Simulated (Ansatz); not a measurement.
This Ansatz 0.2.0 run on AlCu3 needs a look.

Contents of input.yaml:

```yaml
crystal:
  lattice:
    - [0.0, 2.888010988, 2.888010988]
    - [2.888010988, 0.0, 2.888010988]
    - [2.888010988, 2.888010988, 0.0]
  atoms:
    - { symbol: Cu, position: [0.75, 0.75, 0.75] }
    - { symbol: Cu, position: [0.25, 0.25, 0.25] }
    - { symbol: Cu, position: [0.5, 0.5, 0.5] }
    - { symbol: Al, position: [0.0, 0.0, 0.0] }
hamiltonian:
  xc: pbesol
  pseudopotentials: { kind: paw }
kpoints:
  mp_grid: { grid: [8, 8, 8] }
scf:
  occupations: { method: fermi_dirac, width: 0.05 }
  max_iter: 75
output:
  forces: true
  stress: true
  eigenvalues: true
relax:
  f_tol: 0.01
  max_steps: 40
  cell: { stress_tol: 0.05 }
basis:
  ecutwfc: "40 Ry/bohr"
```

Potentials or basis: Ansatz PAW.

Command:

```sh
$ ansatz run input.yaml --threads 2 --pin off --max-ram 5632MiB --backend cpu --events-out ev --progress --plain --runs-dir out
```

Output:

```text
Error: YAML parse error: error: line 28 column 12: unknown unit factor `Ry/bohr`
  --> <input>:28:12
   |
26 |   cell: { stress_tol: 0.05 }
27 | basis:
28 |   ecutwfc: "40 Ry/bohr"
   |            ^ unknown unit factor `Ry/bohr`
```

Problem. What happened, and what is wrong with the input?

Solution. The input was rejected before any iteration. The input holds a flaw that was put in on purpose: a cutoff in the wrong unit (basis.ecutwfc = 40 Ry/bohr).

A sound run on the same cell differs in these lines of the main input:
```diff
@@ -18 +17,0 @@
-  max_iter: 75
@@ -27,2 +25,0 @@
-basis:
-  ecutwfc: "40 Ry/bohr"
```
